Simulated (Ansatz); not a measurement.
**MgTe: what the electron mass says about interband coupling**

Theory: DFT PBE, scalar-relativistic, plane waves, PAW in Ansatz.

Settings: cutoff 420 eV, Γ-centred mesh 8×8×8 on the computed 2-atom cell, Gaussian smearing of 0.02 eV; no spin polarisation.

Relaxed cell: F-43m, a = 6.509 Å, b = 6.509 Å, c = 6.509 Å, α = 90.00°, β = 90.00°, γ = 90.00°, 2 atoms in the primitive cell. This zinc-blende form isn't the usual stable structure of the compound.

The direct gap at Γ is 2.328 eV, and at Γ the conduction band has a mass of 0.1692 mₑ and the lightest hole 0.1982 mₑ, both along x.

**Question.** Use two-band k·p theory to get the Kane energy. As an exercise, what mass follows if the true gap is 1.5 times the computed one (semilocal functionals can miss by more, threefold or worse in zinc and cadmium oxides)?

**Answer.** Coupling to the valence top alone gives mₑ/m* = 1 + E_P/E_g, so E_P = E_g (mₑ/m* − 1) = 2.328 × (5.91 − 1) = 11.4 eV. The light hole is the mirror band, mₑ/mₗₕ = E_P/E_g − 1, and gives 14.1 eV; the spread shows what other bands add. Fits to experiment give about 15 to 31 eV for common tetrahedral semiconductors; the figure from the electron is a net one, lowered by higher conduction bands, and semilocal functionals tend to give less. With E_P fixed and E_g = 3.49 eV the mass becomes 0.234 mₑ: in this model the mass grows with the gap, in proportion where E_P ≫ E_g, which is why functionals that close gaps give light electrons. A correction that opens the gap also strengthens the coupling, so the true mass usually rises less. Remote bands and spin-orbit splitting are left out of the model.

Spin-orbit coupling is left out, which matters for the bands of heavy elements.

Cost: 3 runs of about 0.65 core-minutes in all, on Intel Xeon Platinum 8488C (Sapphire Rapids) (shared hosts).